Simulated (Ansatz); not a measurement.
Crystal: Au.

```
Au
1.0
     2.74841    0.00000    0.00000
     0.00000    2.74841    0.00000
     0.00000    0.00000    2.74841
Au
1
Direct
  0.50000 0.50000 0.50000
```

The cell was built by a generator and needn't be a form met in nature.

Base run:

- Program: Ansatz 0.2.0
- Functional: PBEsol
- Potentials or basis: Ansatz PAW
- Cutoff: 420 eV (not typed: the program's choice for these potentials)
- k mesh: 10 × 10 × 10
- Occupations: fermi-dirac, width 0.05 eV
- Spin: no spin polarisation

Its results: band gap on the k mesh none (metal or under the smearing width); pressure -6.3 GPa.

Problem. The run is repeated on the same cell with these changes: functional from PBEsol to BLYP. What comes out?

Solution. Band gap on the k mesh none (metal or under the smearing width); pressure 7.6 GPa.

BLYP binds less tightly than PBEsol, so the same cell stands under more pressure.

Caveats: spin-orbit coupling is left out, which moves the levels of the heavy elements; the PAW data sets come from PBE, with cores solved anew for the run's functional, which leaves a small shift of forces and pressure.
